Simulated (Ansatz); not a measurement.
The parent structure is Li3N (space group P6/mmm, No. 191; a = 3.6344 Å, c = 3.8645 Å).

(Cell as relaxed with PBE.)

Levels (all Ansatz, a quantum-chemistry and plane-wave program, PAW): PBE (420 eV, without spin-orbit coupling); r2SCAN (500 eV, no SOC).

Each level relaxes its own structure.

```csv
base,PBE,r2SCAN
volume per atom,11.05 Å³,10.88 Å³
lattice parameter a,3.634 Å,3.610 Å
band gap,1.06 eV,1.48 eV
```

Now apply this change: an isotropic linear strain of −2.23 %, atoms relaxed at fixed cell.

```csv
quantity,PBE,r2SCAN
energy relative to the base (free energy F),+8.7 meV/atom,…
"pressure (mean of the normal stresses, compression positive)",4.09 GPa,…
```

**Question.** Predict the r2SCAN column.

**Answer.** 
- energy relative to the base (free energy F), r2SCAN: +9.1 meV/atom
- pressure (mean of the normal stresses, compression positive), r2SCAN: 4.32 GPa

PBE's energy relative to the base lies 0.4 meV/atom below r2SCAN's; PBE's pressure lies 0.237 GPa below r2SCAN's. Neither level is exact; r2SCAN is the comparison here, not a measurement.

Semilocal Kohn–Sham gaps tend to fall short of experiment. No phonon test of stability was made.
